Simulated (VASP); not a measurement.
Wanted: the native input for a VASP 6.6.1 run.

```
Task                   : relaxation of cell and atoms
Functional             : PBE
Potentials or basis    : VASP PAW PBE potentials, release 64 (Ge_d, Sb, Te)
Cutoff                 : 520 eV
k mesh                 : 4 × 4 × 4
Occupations            : gaussian, width 0.03 eV
Spin                   : no spin polarisation
Further INCAR settings : ALGO = Normal; EDIFF = 1e-07; IBRION = 2; POTIM = 0.3; EDIFFG = -0.005; NSW = 60; ISIF = 3
```

The structure of GeSb2Te4 lies in POSCAR:

```
GeSb2Te4                                
1.0
    0.0000000000      6.3521452959      6.3521452959
    6.3521452959     -0.0000000000      6.3521452959
    6.3521452959      6.3521452959      0.0000000000
  Ge              Sb              Te            
     2     4     8
Direct
     0.7500000000000000    0.7500000000000000    0.7500000000000000
     0.5000000000000000    0.5000000000000000    0.5000000000000000
     0.1250000000000000    0.1250000000000000    0.1250000000000000
     0.6250000000000000    0.1250000000000000    0.1250000000000000
     0.1250000000000000    0.6250000000000000    0.1250000000000000
     0.1250000000000000    0.1250000000000000    0.6250000000000000
     0.8807019186024527    0.3578942341926485    0.8807019186024527
     0.8807019186024527    0.8807019186024527    0.8807019186024527
     0.8807019186024527    0.8807019186024527    0.3578942341926485
     0.3578942341926485    0.8807019186024527    0.8807019186024527
     0.8921057658073516    0.3692980813975474    0.3692980813975474
     0.3692980813975474    0.8921057658073516    0.3692980813975474
     0.3692980813975474    0.3692980813975474    0.8921057658073516
     0.3692980813975474    0.3692980813975474    0.3692980813975474
```

The cell was built by a generator and needn't be a form met in nature.

One way to write it, as run:

INCAR

```
SYSTEM = GeSb2Te4
PREC = Accurate ; ENCUT = 520
EDIFF = 1E-7 ; ISMEAR = 0
SIGMA = 0.03 ; LREAL = .False.
LASPH = .True. ; NELM = 120
ALGO = Normal ; ISIF = 3
LWAVE = .False. ; LCHARG = .False.
GGA = PE ; IBRION = 2
NSW = 60 ; EDIFFG = -0.005
POTIM = 0.3 ; KPAR = 4
```

KPOINTS

```
regular mesh
0
Gamma
  4 4 4
  0 0 0
```

Potentials or basis: VASP PAW PBE potentials, release 64 (Ge_d, Sb, Te).

Launch:

```bash
$ cat potpaw_PBE.64/Ge_d/POTCAR potpaw_PBE.64/Sb/POTCAR potpaw_PBE.64/Te/POTCAR > POTCAR
$ mpirun -np 4 vasp_std > vasp.out
```

It gave:

```yaml
Relaxed_volume: 36.64 Å³/atom
Relaxed_cell: a = 8.985 Å, b = 8.985 Å, c = 8.985 Å, α = 60.00°, β = 60.00°, γ = 60.00°
Space_group_after_relaxing_to_0.05_Å: Fd-3m (No. 227)
Energy_gained_by_relaxing: 0.0 meV/atom
Ionic_steps: 3
Pressure_after_relaxing: 0.0 GPa
Largest_force_after_relaxing: 0.004 eV/Å
Band_gap_on_the_k_mesh: 0.56 eV, indirect (least direct gap 0.86 eV)
```

Caveat: spin-orbit coupling is left out, which moves the levels of the heavy elements.

Wall time 2.7 min on 4 MPI ranks on Intel(R) Xeon(R) 6975P-C (Granite Rapids), on a shared host, peak memory 0.91 GiB a rank.
